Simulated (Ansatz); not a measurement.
**One atom moved along a line in InSe**

Method: DFT PBEsol, scalar-relativistic, plane waves, PAW in Ansatz. Cutoff 420 eV, Γ-centred 12×12×2 k-points, Gaussian smearing of 0.05 eV. No spin polarisation. Energies are free energies at this smearing, counted from the undisturbed cell; pressure is positive in compression.

Reference structure (as given, not relaxed at this level; it stands at -0.8 GPa):

```
CELL_PARAMETERS angstrom
4.04733 0.00000 0.00000
-2.02366 3.50509 0.00000
0.00000 0.00000 18.05206
ATOMIC_POSITIONS crystal
In 0.00000 0.00000 0.57739
In 0.00000 0.00000 0.42261
In 0.33333 0.66667 0.92261
In 0.33333 0.66667 0.07739
Se 0.66667 0.33333 0.85300
Se 0.66667 0.33333 0.14700
Se 0.33333 0.66667 0.64702
Se 0.33333 0.66667 0.35298
```

The cell holds layers and no dispersion correction was added, so their binding is poorly described.

Atom 5 (Se) is moved by x along the Cartesian unit vector (0.000, 1.000, 0.000); the cell and all other atoms stay fixed.

```tsv
x (Å)	ΔE (meV/cell)
-0.1000	27.4
-0.0667	11.9
-0.0333	2.9
0.0000	0.0
0.0167	0.7
0.0333	2.7
0.0500	6.1
0.0667	10.6
0.0833	16.3
0.1000	23.2
```

Q: Predict the force along x on the moved atoms (eV/Å) at each point.

A:
```tsv
x (Å)	force along x on the moved atoms (eV/Å)
-0.1000	0.57
-0.0667	0.37
-0.0333	0.18
0.0000	0.00
0.0167	-0.08
0.0333	-0.16
0.0500	-0.24
0.0667	-0.31
0.0833	-0.38
0.1000	-0.44
```

Cost: 10 runs of about 21 core-minutes in all, on Intel Xeon Processor @ 2.70GHz (shared hosts).